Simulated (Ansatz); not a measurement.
Input of an Ansatz 0.2.0 run:

The input input.yaml:

```yaml
crystal:
  lattice:
    - [0.0, 3.0702711986, 3.0702711986]
    - [3.0702711986, 0.0, 3.0702711986]
    - [3.0702711986, 3.0702711986, 0.0]
  atoms:
    - { symbol: Cd, position: [0.0, 0.0, 0.0] }
    - { symbol: Se, position: [0.25, 0.25, 0.25] }
kpoints:
  mp_grid: { grid: [8, 8, 8] }
scf:
  occupations: { method: gaussian, width: 0.028 }
hamiltonian:
  xc: pbe
  pseudopotentials: { kind: all_electron, lapw: { basis_error: 0.001 } }
output:
  forces: true
  stress: true
  eigenvalues: true
```

Potentials or basis: all-electron LAPW, scalar-relativistic.

The run is started by

```bash
$ ansatz run input.yaml --threads 1 --pin off --max-ram 3072MiB --backend cpu --events-out ev --progress --plain --runs-dir out
```

**Question.** What does it give for the band gap on the k mesh?

**Answer.** 0.55 eV, direct.

**Question.** Predict the pressure.

**Answer.** 1.3 GPa.

Expect the measured gap to be larger: semilocal functionals such as PBE lack the derivative discontinuity.
